Question: Is my grey tin really under 3 GPa of pressure?

I took the measured crystal of grey tin, ran PBE on it, then changed the volume and strained the cell. I want stresses for a strained layer, and a shear stiffness. But the unchanged crystal already reports a pressure of 3.19 GPa, and a cell stretched by 3 % along two axes is still under compression. I tried to find the volume at which the pressure vanishes by drawing a straight line through the rows at 0.99 and 1.01. It promised zero at about 6 % more volume, yet the run at 1.06 still gives 0.62 GPa. Which of these numbers can I believe?

Ansatz 0.2.0, all-electron PAW, PBE, scalar-relativistic, without spin, for Sn (Fd-3m, 2 atoms, measured cell, 34.19 Å³/atom), with 9 × 9 × 9 k points and 0.03 eV Fermi-Dirac smearing. Atoms follow the strained cell unrelaxed; shear strains are engineering strains (twice the tensor component). Compression is positive, and Vzz is the principal field gradient largest in magnitude.

```
                 change from the base run  pressure (GPa)  stress xy (GPa)  Vzz at Sn (1e21 V/m^2)
                                     base            3.19             0.00                    0.00
                    volume scaled by 0.94            6.81             0.00                    0.00
                  volume scaled by 0.9405            6.77             0.00                    0.00
                    volume scaled by 0.96            5.47             0.00                    0.00
                    volume scaled by 0.98            4.27             0.00                    0.00
                    volume scaled by 0.99            3.72             0.00                    0.00
                    volume scaled by 1.01            2.70             0.00                    0.00
                    volume scaled by 1.02            2.23             0.00                    0.00
                    volume scaled by 1.04            1.38             0.00                    0.00
                    volume scaled by 1.06            0.62             0.00                    0.00
           equal xx and yy strain of +1 %            2.23             0.00                    0.14
           equal xx and yy strain of +2 %            1.37             0.00                    0.36
           equal xx and yy strain of +3 %            0.60             0.00                    0.62
           equal xx and yy strain of -1 %            4.26             0.00                   -0.11
           equal xx and yy strain of -2 %            5.43             0.00                   -0.24
           equal xx and yy strain of -3 %            6.73             0.00                   -0.28
equal xy, yz and zx shear strains of +1 %            3.22            -0.52                    1.47
equal xy, yz and zx shear strains of +2 %            3.29            -1.02                    2.89
equal xy, yz and zx shear strains of +3 %            3.41            -1.50                    4.24
equal xy, yz and zx shear strains of -1 %            3.22             0.54                   -1.51
equal xy, yz and zx shear strains of -2 %            3.29             1.12                   -3.00
```

Answer:

Look for quantities that ought to be zero in the real crystal and are free not to be in the calculation. Your table has one such quantity, the pressure of the unchanged cell. The same runs also give a second, the forces on the atoms in the sheared cells. Each exposes a different approximation.

Start with the pressure. A crystal at rest in air has practically none, so 3.19 GPa means either that the sample was squeezed when its cell was measured or that the calculation prefers a larger cell. The volume in the caption corresponds to a cubic edge of 6.49 Å, close to the roughly 6.5 Å that I recall for grey tin at ambient pressure. A squeezed sample is therefore unlikely. Atomic vibrations, which the calculation leaves out, don't explain it either. They are expected to be worth only a few tenths of a GPa, and they normally push outwards, so including them would raise the pressure further. Nor is the stress itself miscalculated: between the rows at 0.98 and 1.02 the total energy falls with volume at a rate that corresponds to about 3.2 GPa.

What remains is mainly the functional. PBE's gradient correction favours uneven densities, such as those of separated atoms, and in solids of heavy elements this usually makes the bonds too weak and too long. PBE also lacks the long-range attraction between polarisable electron shells. This is an argument from known behaviour, because the table has no second functional to compare with. Spin-orbit coupling is missing too, and its share of the pressure is untested here, as is the effect of a denser k mesh.

How much too large is the cell that PBE wants? Your straight line fails because it assumes that the pressure falls equally fast at every volume. Squeezed atoms repel each other steeply, while stretched bonds pull back ever more gently, so the crystal softens as it expands. The stiffness, meaning the pressure change per relative volume change, drops from 58 GPa between the rows at 0.96 and 0.98 to 40 GPa between those at 1.04 and 1.06.

The simplest repair is to let the stiffness grow linearly with the pressure P:

−V dP/dV = B₀ + B′P

Here V is the volume, B₀ the stiffness at zero pressure and B′ its growth with pressure. Integration gives a power law. With v for the volume relative to the measured one, a fit to the ten cubic rows, the one at 1.06 included, reads in GPa:

P = 10.98 v^(−4.6) − 7.786

The pressure vanishes where the two terms cancel:

v = (10.98/7.786)^(1/4.6) ≈ 1.08

PBE's own crystal is thus about 8 % larger in volume, or 2.5 % along each edge. This lies a little beyond your last row, but simply keeping the stiffness of the last interval leads to nearly the same volume. On the k mesh used, the bands go from touching to slightly overlapping between 0.96 and 0.98, but the pressure shows no kink there that would spoil the fit.

The curve also explains your stretched cells. Given only their volumes, it predicts the pressures of all six biaxial rows, which were not part of the fit, to within 0.02 GPa. For small strains cubic symmetry ensures this, since a change of shape at fixed volume alters the pressure only at second order. That second-order term is expected to be small here because the crystal is soft against this change of shape: at +3 % the stresses along and across the strained axes are 0.34 and 1.11 GPa, a smaller response than the 1.50 GPa of the 3 % shear. At +3 % the volume has grown by about 6 %, which is still short of the 8 % that PBE asks for, so the cell reports 0.60 GPa of compression where a real layer would be in tension. The change from the unchanged cell, 0.60 − 3.19 = −2.59 GPa, has the right sign. It isn't yet the stress of a free layer, though. The pressure is an average over three directions; the in-plane stress of the same run changes by 0.34 − 3.19 = −2.85 GPa. These runs also hold the third axis fixed, whereas a free layer would shrink along it and so carry less stress than that.

A layer normal to a body diagonal also needs its atoms relaxed, for the reason given below. For a layer normal to a cube axis, as in these rows, let the third axis shrink until the stress along it is back at its value in the unstrained cell, and take the in-plane stress as a difference from that cell, never as an absolute value. You could instead relax the cell in PBE first, but that only moves the error. The false pressure disappears, and in exchange you get a crystal that is too large and, as the falling stiffness shows, softer than PBE makes it at the measured volume. Either choice can be defended, as long as strained and unstrained cells share the same reference.

The shear stiffness suffers from something else. Your shear of 1 % changes the stress xy by about 0.53 GPa, which suggests a stiffness of 53 GPa. In that run, however, each atom feels a force of 0.16 eV/Å, so the structure is not at rest. The atoms were carried along with the cell and then held there.

The reason lies in the bonds. Each tin atom has four, pointing along the body diagonals of the cube. Stretching along the cube axes treats all four alike, so their pulls still cancel, and the forces in the biaxial rows are indeed zero. Your positive shear lengthens one diagonal and shortens the other three; the negative one does the reverse. One bond now differs from the rest, and the two sublattices of the crystal want to shift against each other.

Letting them shift can only lower the energy, and hence the stiffness. If f is the force component per unit of shear, k the spring constant between the sublattices and V the volume of the two-atom cell, balancing force against spring gives

relaxed stiffness = clamped stiffness − f²/(V k)

For a very stiff spring the correction vanishes and your 53 GPa would stand. With the forces of these runs and a rough recalled vibration frequency of 6 THz for k, the correction comes to roughly half the clamped stiffness. It goes as the inverse square of that frequency, so only its order, tens of GPa, is safe. So 53 GPa is an upper bound within this calculation, not a value to compare with a measurement. In a rock-salt crystal the same shear would leave every atom at a centre of symmetry, with no force and no such correction.

Not every zero is reassuring, though. Vzz at Sn, the electric field gradient, vanishes in all cubic rows because symmetry demands it, however coarse the k mesh. Under biaxial strain it is free to vary, and there it grows 4.4-fold from +1 % to +3 %, where a linear response would give 3. Symmetry allows such a curvature, but the steps on the compressed side, from 0 to −0.11, −0.24 and −0.28, are uneven. These cells have no band gap, which makes field gradients sensitive to the mesh, and no denser mesh was tried. Spin-orbit coupling, which is strong in tin, is missing from them too. I would not read any physics into that curvature until both have been tested. The much larger values in the sheared rows share the fault of the shear stiffness: the shift of the sublattices is expected to even out the four bonds again and to change Vzz strongly.

The printed analysis below gives the fit and the comparison for each strained row. The curve does less well for the sheared cells, by 0.18 GPa at +3 %, because shear raises the pressure at almost constant volume, which a model of volume alone cannot know.

Output of the analysis:

```
fit of P on 10 rows ((abs(eb)+abs(g)) < 0.001): constant -7.786 +/- 0.012, coefficient of v**(-s) 10.98 +/- 0.011, s 4.6; rms 0.00549, worst volume scaled by 1.02 0.00878, leave-one-out rms 0.00923
  rows outside the fit (model, value, miss): equal xx and yy strain of +1 % 2.234, 2.23, 0.00426; equal xx and yy strain of +2 % 1.366, 1.37, -0.00407; equal xx and yy strain of +3 % 0.5802, 0.6, -0.0198; equal xx and yy strain of -1 % 4.259, 4.26, -0.00134; equal xx and yy strain of -2 % 5.438, 5.43, 0.0079; equal xx and yy strain of -3 % 6.747, 6.73, 0.0165; equal xy, yz and zx shear strains of +1 % 3.199, 3.22, -0.0213; equal xy, yz and zx shear strains of +2 % 3.21, 3.29, -0.0801; equal xy, yz and zx shear strains of +3 % 3.229, 3.41, -0.181; equal xy, yz and zx shear strains of -1 % 3.199, 3.22, -0.0213; equal xy, yz and zx shear strains of -2 % 3.21, 3.29, -0.0799
straight line from the rows at 0.99 and 1.01: fall of pressure per unit relative volume, GPa: 51
straight line: volume excess at zero pressure, %: 6.255
straight line: pressure predicted at 1.06 times the volume, GPa: 0.13
stiffness -V dP/dV between 0.96 and 0.98, GPa: 58.2
stiffness -V dP/dV between 1.04 and 1.06, GPa: 39.9
curved model: volume excess at zero pressure, %: 7.761
last stiffness kept constant: volume excess at zero pressure, %: 7.66
curved model: excess of the cell edge at zero pressure, %: 2.523
measured cubic cell edge, angstrom: 6.491
order of magnitude of vibrational pressure at 300 K with Grueneisen number 1, GPa: 0.3634
largest pressure miss of the biaxial rows from volume alone, GPa: 0.01976
clamped shear stiffness from the rows at +1 and -1 %, GPa: 53
total force on each atom at +1 % shear, eV/angstrom: 0.1615
order of magnitude of the softening by relaxation, GPa: 26.4
Vzz at +3 % over +1 %, shear (linear: 3): 2.884
Vzz at +3 % over +1 %, biaxial (linear: 3): 4.429
Vzz at -3 % over -1 %, biaxial (linear: 3): 2.545
```
